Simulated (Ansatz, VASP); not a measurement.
# Al2BH: VASP beside Ansatz

INCAR

```
  PREC = Accurate
  ENCUT = 600
  EDIFF = 1E-6
  ISMEAR = 0
  SIGMA = 0.1
  LREAL = False
  LASPH = True
  NELM = 60
  ALGO = Fast
  ISIF = 3
  LWAVE = False
  LCHARG = False
  GGA = PE
  IBRION = 2
  NSW = 100
  EDIFFG = -0.01
```

The input KPOINTS:

```
Automatic mesh
0
Gamma
  15 15 16
```

The input POSCAR:

```
Al2BH
1.0
    4.0243388555      0.0000000000      0.0000000000
   -2.0121694278      3.4851796823      0.0000000000
    0.0000000000      0.0000000000      3.0290312967
Al B H
2 1 1
Direct
    0.3333333333      0.6666666667      0.7876960343
    0.6666666667      0.3333333333      0.2123039657
    0.0000000000      0.0000000000      0.0000000000
    0.0000000000      0.0000000000      0.5000000000
```

Input for Ansatz:

```yaml
crystal:
  lattice:
    - [4.0243388555, 0.0, 0.0]
    - [-2.0121694278, 3.4851796823, 0.0]
    - [0.0, 0.0, 3.0290312967]
  atoms:
    - { symbol: Al, position: [0.3333333333, 0.6666666667, 0.7876960343] }
    - { symbol: Al, position: [0.6666666667, 0.3333333333, 0.2123039657] }
    - { symbol: B, position: [0.0, 0.0, 0.0] }
    - { symbol: H, position: [0.0, 0.0, 0.5] }
basis:
  ecutwfc: 420
kpoints:
  mp_grid: { grid: [15, 15, 16] }
hamiltonian:
  xc: pbe
scf:
  occupations: { method: gaussian, width: 0.1 }
output:
  forces: true
  stress: true
  eigenvalues: true
  write_density: true
  write_potential: true
  elf: true
  volumetric_format: npy
relax:
  adjacent_minimum: "off"
  f_tol: 0.01
  max_steps: 80
  cell: { stress_tol: 0.05 }
```

Alike in both runs: task relaxation of cell and atoms; functional PBE; k mesh 15 × 15 × 16; occupations gaussian, width 0.1 eV; no spin polarisation.

|  | VASP | Ansatz |
| --- | --- | --- |
| version | VASP 6.6.1 | Ansatz 0.2.0 |
| potentials or method | VASP PAW PBE potentials, release 64 (Al, B, H) | scalar-relativistic, plane waves, PAW |
| plane-wave cutoff (eV) | 600 | 420 |
| valence electrons in the cell | 10 | 10 |

Ansatz gave:

```
gap on the k mesh at the Fermi level, each at its own relaxed structure (eV) : none
relaxed volume (Å³/atom)                                                     : 10.66
relaxed cell length with the largest relative difference (Å)                 : 4.075
energy change over the relaxation (meV/atom)                                 : -3
```

Problem. What did VASP give for the same quantities?

Solution. gap on the k mesh at the Fermi level, each at its own relaxed structure (eV): none; relaxed volume (Å³/atom): 10.65; relaxed cell length with the largest relative difference (Å): 4.074; energy change over the relaxation (meV/atom): -3.

A gap of «none» marks a metal or a gap that the smearing closes.
